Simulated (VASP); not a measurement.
Crystal: BaO.

```
Ba O
1.0
     0.00000    2.75000    2.75000
     2.75000    0.00000    2.75000
     2.75000    2.75000    0.00000
Ba O
1 1
Direct
  0.00000 0.00000 0.00000
  0.50000 0.50000 0.50000
```

- Program: VASP 6.6.1
- Task: relaxation of cell and atoms
- Functional: RPBE
- Potentials or basis: VASP PAW PBE potentials, release 64 (Ba_sv, O)
- Cutoff: 600 eV
- k mesh: 8 × 8 × 8
- Occupations: gaussian, width 0.03 eV
- Spin: no spin polarisation

At the start: pressure 7.3 GPa; volume 20.80 Å³/atom.

**Question.** Where does the relaxation end?

**Answer.** Over 3 steps the energy falls by 43.9 meV/atom and the volume is 22.90 Å³/atom (+10.1 %); space group Fm-3m (No. 225, to 0.05 Å).

Step by step:
| step | energy change (eV) | largest force (eV/Å) | pressure (GPa) | volume (Å³) |
| --- | --- | --- | --- | --- |
| 1 | 0.0000 | 0.0000 | 7.31 | 41.59 |
| 2 | -0.0761 | 0.0000 | -2.06 | 47.57 |
| 3 | -0.0879 | 0.0000 | 0.02 | 45.80 |

Final structure:
```
Ba O
1.0
     0.00000    2.83974    2.83974
     2.83974    0.00000    2.83974
     2.83974    2.83974    0.00000
Ba O
1 1
Direct
  0.00000 0.00000 0.00000
  0.50000 0.50000 0.50000
```

Caveat: the PAW data sets were made with another functional, which shifts forces and pressure a little; the volume moved by +10 % from the deposited cell, more than functionals usually miss.
